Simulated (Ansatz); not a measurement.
All-electron LAPW in Ansatz 0.2.0 under PBE, scalar-relativistic, energies extrapolated to zero smearing. Slabs are 1×1 cells cut from bulk crystals relaxed on PAW files, with atoms then relaxed, 16 to 20 Å of vacuum, a dipole correction, k spacings of 0.16 to 0.26 Å⁻¹ and smearing of 0.02 to 0.1 eV, without spin–orbit coupling or spin polarisation. The bulk type named needn't be the stable one, and no reconstruction is allowed.

| slab | area (Å²) | γ (J/m²) | Φ (eV) | Δd12 (%) |
| --- | --- | --- | --- | --- |
| bcc Yb (111), 1 layer | 29.19 | 0.43 | – | – |
| fcc Yb (111), 4 layers | 11.81 | 0.60 | 2.80 | ? |
| fcc Yb (111), 3 layers | 11.81 | 0.59 | 2.79 | ? |

(1) What belongs in the row "fcc Yb (111), 4 layers", column "Δd12 (%)"?

(2) What belongs in the row "fcc Yb (111), 3 layers", column "Δd12 (%)"?

## Answers

(1) -2.1.

(2) -2.0.
